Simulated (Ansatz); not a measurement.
Input and command of a plane-wave DFT calculation in Ansatz:

```yaml
crystal:
  lattice:
    - [0.0, 2.861775, 2.861775]
    - [2.861775, 0.0, 2.861775]
    - [2.861775, 2.861775, 0.0]
  atoms:
    - { symbol: Mg, position: [0.0, 0.0, 0.0] }
    - { symbol: Se, position: [0.5, 0.5, 0.5] }
basis:
  ecutwfc: 500
kpoints:
  mp_grid: { grid: [8, 8, 8] }
hamiltonian:
  xc: r2scan
scf:
  occupations: { method: gaussian, width: 0.05 }
output:
  forces: true
  stress: true
  eigenvalues: true
```

```bash
ansatz run input.yaml --threads 1 --pin off --max-ram 2560MiB --backend cpu --events-out ev --progress --plain --runs-dir out
```

Processor: Arm Neoverse V1, 1 thread, on a host shared with other jobs.

**Question.** How long does it run, and how much memory does it take?

**Answer.** About 4.3 s on 1 thread of Arm Neoverse V1, on a shared host, peak memory 0.41 GiB. It solves 17 bands at 29 k points (the mesh reduced by symmetry) with about 1243 plane waves, in 6 SCF iterations.
